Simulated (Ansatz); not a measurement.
**Relaxing Fe**

Level of theory: DFT r2SCAN, scalar-relativistic, plane waves, PAW in Ansatz. Cutoff 500 eV, Γ-centred k mesh, Gaussian smearing, collinear spin, first started from parallel moments.

Fe was placed on the samarium (9R) structure type (R-3m, No. 166), at a guessed volume.

```
CELL_PARAMETERS angstrom
1.34683 0.77759 6.50914
-1.34683 0.77759 6.50914
0.00000 -1.55518 6.50914
ATOMIC_POSITIONS crystal
Fe 0.00000 0.00000 0.00000
Fe 0.22222 0.22222 0.22222
Fe 0.77778 0.77778 0.77778
```

Cell and atoms relax at zero pressure; the relaxation can't lower the symmetry of the start. After a coarse first stage the cell is made exact in the group found at 0.06 Å.

Energies count from the standard state of Fe at the same level.

(1) Describe the relaxed structure.

(2) What are its volume, energy, gap and moment?

Results:

(1) It keeps R-3m (No. 166). The result has the samarium (9R) structure. Conventional cell: a = 2.540 Å, c = 19.543 Å. Fe on Wyckoff site a (1 atom of the primitive cell) is coordinated by 12 Fe at 2.54–2.62 Å; around Fe on Wyckoff site c (2 atoms of the primitive cell) lie 12 Fe at 2.54–2.62 Å.

Space group R-3m:H (No. 166). a = 2.540 Å, b = 2.540 Å, c = 19.543 Å, α = 90.00°, β = 90.00°, γ = 120.00°
```json
{"atom": "Fe", "site": "3a", "symmetry": "-3m", "x": "0.0000", "y": "0.0000", "z": "0.0000"}
{"atom": "Fe", "site": "6c", "symmetry": "3m", "x": "0.3333", "y": "0.6667", "z": "0.8889"}
```

(2) The volume per atom is 12.13 Å³, the density is 7.65 g/cm³ and the energy over the standard structure is 0.14 eV/atom. The gap on the 21×21×21 mesh is 0 eV (a metal). The net moment per atom is 2.77 μB and the largest site moment is 2.89 μB.

The final run used a 21×21×21 mesh on its 3-atom cell and 0.10 eV smearing. The k mesh leaves about 4 meV/atom of noise in metals. The magnetic state reached may not be the lowest. A structure relaxed within its symmetry needn't be a true minimum.